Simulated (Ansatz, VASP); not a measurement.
## Two plane-wave programs on CaSe

```
Ca Se
1.0
     0.00000    2.96754    3.11443
     2.96754    0.00000    3.11443
     2.96754    2.96754    0.00000
Ca Se
1 1
Direct
  0.00000 0.00000 0.00000
  0.50000 0.50000 0.50000
```

Change from the starting cell: uniaxial_z strain +5.0%.

Alike in both runs: task single point; functional r2SCAN; k mesh 8 × 8 × 8; no spin polarisation.

|  | VASP | Ansatz |
| --- | --- | --- |
| version | VASP 6.6.1 | Ansatz 0.2.0 |
| potentials or method | VASP PAW PBE potentials, release 64 (Ca_sv, Se) | plane waves, PAW |
| plane-wave cutoff (eV) | 520 | 500 |
| occupations | gaussian, width 0.01 eV | fixed |
| valence electrons in the cell | 16 | 26 |

Ansatz gave:

| Item | Value |
| --- | --- |
| gap on the k mesh at the Fermi level (eV) | 2.62 |
| pressure (GPa) | -2.0 |
| largest component of the traceless stress (GPa) | 2.21 |

Q: Which values does VASP return?

A: gap on the k mesh at the Fermi level (eV): 2.62; pressure (GPa): -1.8; largest component of the traceless stress (GPa): 2.28.

The two sets of potentials don't hold the same shells in valence.

Caveats: the PAW data sets were made with another functional, which shifts forces and pressure a little (VASP). A k mesh can miss the band edges.
